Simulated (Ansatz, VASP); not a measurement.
Pb: VASP beside Ansatz

```
Pb
1.0
     3.25594    0.00000    0.00000
     0.00000    3.25594    0.00000
     0.00000    0.00000    3.25594
Pb
1
Direct
  0.00000 0.00000 0.00000
```

Alike in both runs: task electric field gradients; functional PBE; k mesh 11 × 11 × 11; occupations fermi-dirac, width 0.08 eV; no spin polarisation.

```csv
,VASP,Ansatz
version,VASP 6.6.1,Ansatz 0.2.0
potentials or method,"VASP PAW PBE potentials, release 64 (Pb_d)","PAW with Ansatz's default frozen-core files, scalar-relativistic"
plane-wave cutoff (eV),520,420
valence electrons in the cell,14,14
```

```csv
,VASP,Ansatz,Ansatz less VASP
pressure (GPa),-0.1,0.0,+0.05
Vzz of the field gradient on the site that differs most (V/Å²),0.0,0.0,0.00
```

The functional is the same, so the differences come from potentials, cutoffs and numerics. Ansatz warned: «gradients_without_spin_orbit».

The runs have no spin-orbit coupling, so splittings on Pb are missing.
